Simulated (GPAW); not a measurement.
# ZnO (zincite) (P6_3mc) in GPAW: single point with PBE

Aim: the single point of ZnO (zincite) with PBE.

Everything below comes from runs of GPAW 26.7.0. Logs are shortened: lines on timing, memory, paths and dates and some standing lists are left out, and cuts for length are marked. The log counts tension as positive stress, the text compression.

## 1. The undisturbed crystal

It takes space group P6_3mc (No. 186, hexagonal). Conventional cell: a = 3.249 Å, b = 3.249 Å, c = 5.206 Å, α = 90.00°, β = 90.00°, γ = 120.00°. Zn (site symmetry 3m) has 4 O at 1.97 to 1.98 Å as nearest neighbours. O (site symmetry 3m) is surrounded by 4 Zn at 1.97 to 1.98 Å.

## 2. Single point, PBE (volume scaled by 1.04)

The input, run.py:

```python
from ase.dft.bandgap import bandgap
from ase.io import read, write
from ase.units import GPa
from gpaw import GPAW, PW

atoms = read('ZnO.xyz')

calc = GPAW(mode=PW(600),
            xc='PBE',
            kpts={'size': (8, 8, 4), 'gamma': True},
            occupations={'name': 'fermi-dirac', 'width': 0.05},
            nbands=31,
            maxiter=120,
            txt='gpaw.txt')
atoms.calc = calc
energy = atoms.get_potential_energy()
forces = atoms.get_forces()
stress = atoms.get_stress()
calc.write('gs.gpw')
write('result.traj', atoms)
print(f'Energy: {energy:.6f} eV')
print('Forces (eV/A):')
print(forces.round(4))
print('Stress (GPa):', (stress / GPa).round(3))
print('Fermi level:', round(calc.get_fermi_level(), 4), 'eV')
print(f'Gap: {bandgap(calc)[0]:.4f} eV, direct: {bandgap(calc, direct=True)[0]:.4f} eV')
```

The input, ZnO.xyz:

```xyz
4
Lattice="3.2920669561 0.0000000000 0.0000000000 -1.6460334781 2.8510136149 0.0000000000 0.0000000000 0.0000000000 5.2742130269" Properties=species:S:1:pos:R:3 pbc="T T T"
Zn     1.6460334782      0.9503378715      0.0000000000
Zn    -0.0000000002      1.9006757434      2.6371065134
O     -0.0000000002      1.9006757434      4.6360859928
O      1.6460334782      0.9503378715      1.9989794793
```

Potentials or basis: GPAW PAW data sets (gpaw-data 1.2.1), pw.

Command:

```bash
> OMP_NUM_THREADS=1 python run.py
```

gpaw.txt:

```text
__  _  _
 | _ |_)|_||  |
 |__||  | ||/\| - 26.7.0

Input parameters:
  mode=PW(ecut=600.0),
  kpts=MonkhorstPack(size=(8, 8, 4), gamma=True),
  maxiter=120,
  nbands=31,
  occupations=Occupations(name='fermi-dirac', width=0.05),
  xc=XC(name='PBE')

Diagonalizing LCAO Hamiltonian
Converting LCAO to pw mode

        O

        Zn

           O

           Zn

Atoms  # Å, Bohr magnetons
|   | symbol |         x |        y |        z |    initial magnetic moments |
|---|--------|-----------|----------|----------|-----------------------------|
| 0 |     Zn |  1.646033 | 0.950338 | 0.000000 | ( 0.0000,  0.0000,  0.0000) |
| 1 |     Zn | -0.000000 | 1.900676 | 2.637107 | ( 0.0000,  0.0000,  0.0000) |
| 2 |      O | -0.000000 | 1.900676 | 4.636086 | ( 0.0000,  0.0000,  0.0000) |
| 3 |      O |  1.646033 | 0.950338 | 1.998979 | ( 0.0000,  0.0000,  0.0000) |

Unit cell  # Å
| periodic |         x |        y |        z |  lengths |     angles |
|----------|-----------|----------|----------|----------|------------|
|      yes |  3.292067 | 0.000000 | 0.000000 | 3.292067 |  90.000000 |
|      yes | -1.646033 | 2.851014 | 0.000000 | 3.292067 |  90.000000 |
|      yes |  0.000000 | 0.000000 | 5.274213 | 5.274213 | 120.000000 |

Number of symmetries: 6
Symmetry operations  # r_c * U_cc + t_c -> r_c
|   | kind |            matrix            |
|---|------|------------------------------|
| 0 |  σ   |  1, 1, 0,  0,-1, 0,  0, 0, 1 |
| 1 |  E   |  1, 0, 0,  0, 1, 0,  0, 0, 1 |
| 2 |  C3  |  0, 1, 0, -1,-1, 0,  0, 0, 1 |
| 3 |  σ   |  0,-1, 0, -1, 0, 0,  0, 0, 1 |
| 4 |  σ   | -1, 0, 0,  1, 1, 0,  0, 0, 1 |
| 5 |  C3  | -1,-1, 0,  1, 0, 0,  0, 0, 1 |

BZ-sampling:
  Number of BZ points: 256
  Number of IBZ points: 35

  Monkhorst-Pack size: [8, 8, 4]
  Monkhorst-Pack shift: [0.0625, 0.0625, 0.125]

K-points  # in reciprocal-cell coordinates
|     |                                coordinates |     weight |
|-----|--------------------------------------------|------------|
|   0 | (  0.00000000,   0.00000000,   0.00000000) | 0.00390625 |
|   1 | (  0.00000000,   0.00000000,   0.25000000) | 0.00781250 |
|   2 | (  0.00000000,   0.00000000,   0.50000000) | 0.00390625 |
|   3 | (  0.12500000,   0.00000000,  -0.25000000) | 0.02343750 |
|   4 | (  0.12500000,   0.00000000,   0.00000000) | 0.02343750 |
|   5 | (  0.12500000,   0.00000000,   0.25000000) | 0.02343750 |
|   6 | (  0.12500000,   0.00000000,   0.50000000) | 0.02343750 |
|   7 | (  0.25000000,  -0.12500000,   0.00000000) | 0.02343750 |
|   8 | (  0.25000000,  -0.12500000,   0.25000000) | 0.04687500 |
|   9 | (  0.25000000,  -0.12500000,   0.50000000) | 0.02343750 |
| ... |                                            |            |
|  34 | (  0.50000000,   0.50000000,   0.50000000) | 0.01171875 |

Plane wave coefficients: 1689
Cutoff: 600.0 eV

Spin-components: 1 (collinear spins)
Bands:           31
Projectors:      22
Spin-degeneracy: 2
Datatype:        complex128

Parallelization:
  kpt:    1
  domain: 1
  band:   1

Density:
  Valence electrons: 36.0
  Components: 1
  Grid points: [20 20 30]
  Charge: 0.0  # |e|

Potential:
  Grid points: [20 20 30]

species:
  Zn:
    name:    Zinc
    Z:       30.0
    valence: 12
    core:    18
    charge:  0.0  # [|e|]
    compensation charges:
      type: gauss
      rc: 0.37  # [Å]
      lmax: 2
    cutoffs:
      filter: 2.14  # [Å]
      core: 2.28  # [Å]
    projectors
    | kind |    occ | energy [eV] | rcut [Å] |
    |------|--------|-------------|----------|
    |   4s |  2.000 |      -5.977 |    1.286 |
    |   4p |  0.000 |      -1.117 |    1.270 |
    |   3d | 10.000 |     -10.142 |    1.180 |
    |    s |        |      21.234 |    1.286 |
    |    p |        |      26.095 |    1.270 |
    |    d |        |      17.070 |    1.180 |

    Using partial waves for Zn as LCAO basis

  O:
    name:    Oxygen
    Z:       8.0
    valence: 6
    core:    2
    charge:  0.0  # [|e|]
    compensation charges:
      type: gauss
      rc: 0.21  # [Å]
      lmax: 2
    cutoffs:
      filter: 1.17  # [Å]
      core: 0.83  # [Å]
    projectors
    | kind |    occ | energy [eV] | rcut [Å] |
    |------|--------|-------------|----------|
    |   2s |  2.000 |     -23.961 |    0.688 |
    |   2p |  4.000 |      -9.029 |    0.598 |
    |    s |        |       3.251 |    0.688 |
    |    p |        |      18.182 |    0.598 |
    |    d |        |       0.000 |    0.619 |

    Using partial waves for O as LCAO basis

Reference energy: -101804.357908  # eV

eigensolver:
  PPCG
  Converge bands: occupied
  niter=2

density mixing:
  MSR1-Mixer
  Pratt-step length: 0.05
  Maximum mixing coefficient: 0.75
  Old densities: 10
  SVD Regularization: 0.005
  Good broyden scale: 1.0
  Trust region scale: 1.0
  Backstep threshold: 4.0
  History deletion threshold: 6.0
  Fourier metric: weight=20.0, sigma=0.015

occupation numbers:
  Fermi-Dirac:
    width: 0.0500  # eV

poisson solver:
  ecut: 4800.0  # eV

xc functional:
  name: PBE with 2 nearest neighbor stencil

convergence criteria:
- Maximum [total energy] change in last 3 cyles: 0.0005 eV / valence electron
- Maximum integral of absolute [dens]ity change: 0.0001 electrons / valence electron
- Maximum integral of absolute [eigenst]ate change: 4e-08 eV^2 / valence electron
maximum number of iterations: 120

SCF iterations
|iter     | |      energy | eigst |  dens |
|---------|-|-------------|-------|-------|
|iter:   1| |  -21.445091 | +0.19 |       |
|iter:   2| |  -20.536143 | -1.58 | -0.98 |
|iter:   3| |  -18.355979 | -0.53 | -1.03 |
|iter:   4| |  -18.347854 | -3.04 | -1.61 |
|iter:   5| |  -18.350620c| -2.58 | -1.86 |
|iter:   6| |  -18.350767c| -4.47 | -2.92 |
|iter:   7| |  -18.350884c| -5.23 | -3.29 |
|iter:   8| |  -18.350905c| -5.69 | -3.65 |
|iter:   9| |  -18.350905c| -7.25 | -4.73c|
|iter:  10| |  -18.350905c| -8.54c| -4.89c|

Converged in 10 steps
Energy contributions relative to reference atoms: (reference = -101804.357908)

Energy contributions:
  Kinetic:          36.768054
  Coulomb:         -32.387450
  Zero:              0.265412
  External:          0.000000
  Xc:              -22.996916
  Entropy:          -0.000009
  Spinorbit:         0.000000
  ----------------------------
  Free energy:     -18.350910
  Extrapolated:    -18.350905

dipole moment: (-0.000005, 0.000004, -8.402129)  # |e|*Ang

Fermi level: 3.867
Eigenvalues  # (at kpt = [0.000, 0.000, 0.000])
| band index |      eig [eV] | occ [0-2] |
|------------|---------------|-----------|
|          0 |       -14.285 |     2.000 |
|        ... |               |           |
|         10 |        -0.768 |     2.000 |
|         11 |        -0.768 |     2.000 |
|         12 |        -0.513 |     2.000 |
|         13 |         2.701 |     2.000 |
|         14 |         2.701 |     2.000 |
|         15 |         3.402 |     2.000 |
|         16 |         3.463 |     1.999 |
|         17 |         3.463 |     1.999 |
|         18 |         4.201 |     0.002 |
|         19 |         8.536 |     0.000 |
|         20 |        11.595 |     0.000 |
|         21 |        16.117 |     0.000 |
|         22 |        16.117 |     0.000 |
|         23 |        17.322 |     0.000 |
|         24 |        17.322 |     0.000 |
|         25 |        17.335 |     0.000 |
|        ... |               |           |
|         30 |        23.052 |     0.000 |

Gap: 0.738 eV
Transition (v -> c):
  (s=0, k=0, n=17, [0.00, 0.00, 0.00]) -> (s=0, k=0, n=18, [0.00, 0.00, 0.00])
No difference between direct/indirect transitions

Forces  # eV/Ang
|        x |        y |        z |
|----------|----------|----------|
| -0.00000 |  0.00000 | -0.05703 |  # Zn   0
|  0.00000 |  0.00000 | -0.05703 |  # Zn   1
| -0.00000 | -0.00000 |  0.06155 |  # O    2
|  0.00000 |  0.00000 |  0.06151 |  # O    3

Stress tensor  # eV/Ang^3
|        x |        y |        z |
|----------|----------|----------|
| 0.028384 | 0.000000 | 0.000000 |
| 0.000000 | 0.028384 | 0.000000 |
| 0.000000 | 0.000000 | 0.018875 |

# Writing to gs.gpw (mode='')
```

Wall time 47 s (1 thread of Intel Xeon Platinum 8259CL at 2.50GHz (Skylake/Cascade Lake), shared host); peak memory 0.18 GiB.

What came out:

| Item | Value |
| --- | --- |
| Free energy | -18.3509 eV |
| Pressure | -4.0 GPa |
| Largest force | 0.062 eV/Å |
| Band gap on the k mesh | 0.74 eV, direct |

Forces on the atoms (eV/Å):
```
Zn   0.000  0.000 -0.057
Zn   0.000  0.000 -0.057
O    0.000  0.000  0.062
O    0.000  0.000  0.062
```

Levels at points of the mesh, in eV from the valence-band top:
| k point | band 15 | band 16 | band 17 | band 18 | band 19 | band 20 | band 21 | band 22 |
| --- | --- | --- | --- | --- | --- | --- | --- | --- |
| (0.00, 0.00, 0.00) | -0.76 | -0.06 | 0.00 | 0.00 | 0.74 | 5.07 | 8.13 | 12.65 |
| (0.00, 0.00, 0.50) | -0.37 | -0.37 | -0.37 | -0.37 | 3.37 | 3.37 | 9.96 | 9.96 |
| (0.50, 0.50, 0.00) | -2.70 | -2.14 | -1.21 | -0.77 | 5.61 | 6.82 | 7.57 | 8.22 |
| (0.50, 0.50, 0.50) | -1.42 | -1.42 | -1.28 | -1.28 | 5.65 | 5.65 | 8.20 | 8.20 |

Caveat: the cutoff is short for stress and forces, so pressures can be off by a GPa or more.

## 3. The reference run

An earlier run on the cell as given: functional PBEsol; potentials or basis PAW data sets generated in the run's folder for this functional; cutoff 800 eV; basis pw; k mesh 9 × 9 × 5; occupations fermi-dirac, width 0.05 eV; no spin polarisation.

- Pressure: -1.5 GPa
- Largest force: 0.063 eV/Å
- Band gap on the k mesh: 0.69 eV, direct
